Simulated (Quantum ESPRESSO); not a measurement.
Pb: Wannier functions under several settings

```xyz
1
Lattice="0.0000 2.4750 2.4750 2.4750 0.0000 2.4750 2.4750 2.4750 0.0000" Properties=species:S:1:pos:R:3 pbc="T T T"
Pb    0.0000    0.0000    0.0000
```

All runs used Quantum ESPRESSO 7.5; potentials GBRV 1.5 PBE; k mesh 7 × 7 × 7; given cell; no spin polarisation; cutoff 612 eV; occupations fermi-dirac, width 0.05 eV.

```csv
level,start,Wannier mesh,spread a function (Å²),RMS miss of the bands (meV)
PBE,atomic projections with disentanglement,5 × 5 × 5,?,?
PBE,"atomic projections with disentanglement, not minimised",5 × 5 × 5,1.44,113
PBE,SCDM with an erfc weight,5 × 5 × 5,1.24,95
```

Task: What stands in the row left open?

Result: Spread a function 1.40 Å²; RMS miss of the bands 110 meV.

For the row left open. Caveat: the k mesh is coarse.
